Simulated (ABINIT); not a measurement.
Runs of ABINIT 10.8.3 (patched build) on HfB2. It takes space group P6/mmm (No. 191, hexagonal). Conventional cell: a = 3.140 Å, b = 3.140 Å, c = 3.480 Å, α = 90.00°, β = 90.00°, γ = 120.00°. Hf (site symmetry 6/mmm) is surrounded by 12 B at 2.51 Å. Around B (site symmetry -6m2) lie 3 B at 1.81 Å. 

| task | level | spin | k mesh | cutoff (eV) | fine-grid cutoff | mesh quality | gap on the mesh (eV) | pressure (GPa) |
| --- | --- | --- | --- | --- | --- | --- | --- | --- |
| single point | r2SCAN | off | 8 × 8 × 6 | 626 | 1224.51 eV | not flagged | none | -0.5 |
| single point | r2SCAN | off | 6 × 6 × 5 | 626 | 1224.51 eV | coarse | none | -0.3 |
| band structure | WC | SOC, no magnetisation | 10 × 10 × 8 | 517 | 1034.03 eV | not flagged | none | -3.5 |
| band structure | PBEsol | off | 10 × 10 × 8 | 517 | 1034.03 eV | not flagged | none | (a) |
| single point | r2SCAN | off | 13 × 13 × 10 | 626 | 1224.51 eV | not flagged | none | -0.5 |

Alike in all rows: potentials or basis JTH PAW PBE v2.0; cell as given; smearing fermi-dirac 0.05 eV.

Task: Fill in the values left out.

Result: (a) -4.2.

Caveats: some runs use coarse meshes; the PAW data sets were made with another functional, which shifts forces and pressure a little; spin-orbit coupling is left out, which moves the levels of the heavy elements (some runs).

A k mesh can miss the band edges, and rows without SOC leave out spin-orbit coupling on Hf.

A gap of «none» marks a metal or a gap under the smearing width.

Runs at the PBE level aren't shown here.
